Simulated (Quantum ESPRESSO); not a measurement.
TiSi:

```
CELL_PARAMETERS angstrom
1.81618 -2.11762 0.00000
1.81618 2.11762 0.00000
0.00000 0.00000 3.80393
ATOMIC_POSITIONS crystal
Ti 0.50000 0.50000 0.00000
Si 0.00000 0.00000 0.50000
```

The cell comes from a database or a generator and needn't be the stable form of this composition.

```yaml
Program: Quantum ESPRESSO 7.5
Task: single point
Functional: PBEsol
Potentials_or_basis: GBRV 1.5 PBEsol
Cutoff: 612 eV
Density_cutoff: 4898 eV
k_mesh: 10 × 10 × 7
Occupations: fermi-dirac, width 0.05 eV
Spin: no spin polarisation
```

On this cell: pressure -4.3 GPa; largest force under 0.003 eV/Å; band gap on the k mesh none (metal or under the smearing width).

The same run follows on a disturbed copy (atoms moved at random, drawn with an rms of 0.05 Å):

```
Ti Si
1.0
     1.81618   -2.11762    0.00000
     1.81618    2.11762    0.00000
     0.00000    0.00000    3.80393
Ti Si
1 1
Direct
  0.49956 0.50879 0.99349
  0.00715 0.00415 0.48948
```

What changes?

The energy (extrapolated to zero smearing) moves by +0.7 meV/atom; pressure -4.3 GPa; largest force 0.130 eV/Å; band gap on the k mesh none (metal or under the smearing width).

Forces in eV/Å, atoms in the order of the input:
```
Ti   0.032 -0.025 -0.124
Si  -0.032  0.025  0.124
```

Stress tensor (GPa, compression positive):
```
-4.77  0.00 -0.01
 0.00 -4.37  0.03
-0.01  0.03 -3.83
```
